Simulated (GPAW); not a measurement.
Crystal: TiO2.

```xyz
6
Lattice="4.5998 0.0000 0.0000 0.0000 4.5998 0.0000 0.0000 0.0000 2.9592" Properties=species:S:1:pos:R:3 pbc="T T T"
Ti    0.0000    0.0000    1.4796
Ti    2.2999    2.2999    0.0000
O     1.3998    1.3998    1.4796
O     0.9001    3.6997    0.0000
O     3.6997    0.9001    0.0000
O     3.2000    3.2000    1.4796
```

The cell is a database's computed one.

Base run:

| Item | Value |
| --- | --- |
| Program | GPAW 26.7.0 |
| Functional | r4SCAN |
| Potentials or basis | GPAW PAW data sets (gpaw-data 1.2.1) |
| Cutoff | 800 eV |
| Basis | pw |
| k mesh | 4 × 4 × 6 |
| Occupations | fermi-dirac, width 0.05 eV |
| Spin | no spin polarisation |

Its results: band gap on the k mesh 2.24 eV, indirect (least direct gap 2.26 eV); largest force 0.028 eV/Å.

Task: The run is repeated on the same cell with these changes: functional from r4SCAN to vdW-DF2; band points from 60 to 80. What comes out?

Result: Band gap on the k mesh 1.85 eV, direct; largest force 0.197 eV/Å.

Caveats: the PAW data sets were made with another functional, which shifts forces and pressure a little.

Not every run made on this cell is shown here.
